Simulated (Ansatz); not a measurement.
**Ti2C: a film clamped to a substrate**

Level of theory: DFT r2SCAN, scalar-relativistic, plane waves, PAW in Ansatz 0.2.0. Settings: plane waves to 500 eV, k-mesh 18×18×18 (Γ-centred), Gaussian smearing 0.15 eV. No spin polarisation. Energies are free energies at this smearing, counted from the undisturbed cell; pressure is positive in compression.

The starting cell (relaxed at this level; with this scan's settings it stands at 0.1 GPa; it needn't be the usual structure):

```
Ti C
1.0
     1.53898    0.88853    4.82086
    -1.53898    0.88853    4.82086
     0.00000   -1.77706    4.82086
Ti C
2 1
Direct
  0.24521 0.24521 0.24521
  0.75479 0.75479 0.75479
  0.50000 0.50000 0.50000
```

The cell (3 atoms, V0 = 39.55 Å³) is strained by p along both x and y and by q along z, fractional coordinates fixed. τp = (1/V0) ∂E/∂p = (σxx + σyy)(1 + p)(1 + q) and τq = (1/V0) ∂E/∂q = σzz(1 + p)², with tension positive.

```
     p q  ΔE (meV/atom)  τp (GPa)  τq (GPa)
 0.000   0.000           0.00     -0.14     -0.07
-0.050   0.000         109.24    -55.86    -13.60
 0.050   0.000          86.62     39.87      9.60
 0.000  -0.050          36.82    -12.98    -18.33
 0.000   0.050          31.53     10.03     14.81
```

Get the second derivatives of the energy density.

Central differences give A = ∂τp/∂p = 957 GPa (C11 + C22 + 2 C12), C = ∂τq/∂q = 331 GPa (C33) and the cross term B = ∂τq/∂p = 232 GPa (C13 + C23); ∂τp/∂q = 230 GPa must equal B, and any difference shows higher-order terms. Steps this large leave an error of some per cent of A or C in all of these, which can swamp a small B. The ions are clamped.

A film of this crystal grows with z along the normal on a substrate that imposes p. How does its thickness respond, and what does the misfit cost?

Count p and q from the stress-free cell. A free surface needs τq = 0, so q = −(B/C) p = -0.70 p. The energy density left is (A − B²/C) p²/2 = M p², with the biaxial modulus M = 397 GPa; a misfit of 1 % costs 3.27 meV/atom, against 3.94 meV/atom if the thickness were held.

Forces appear on the atoms along this scan, and letting them relax would lower the energy and soften the response. In a metal these slopes depend on the k mesh and the smearing.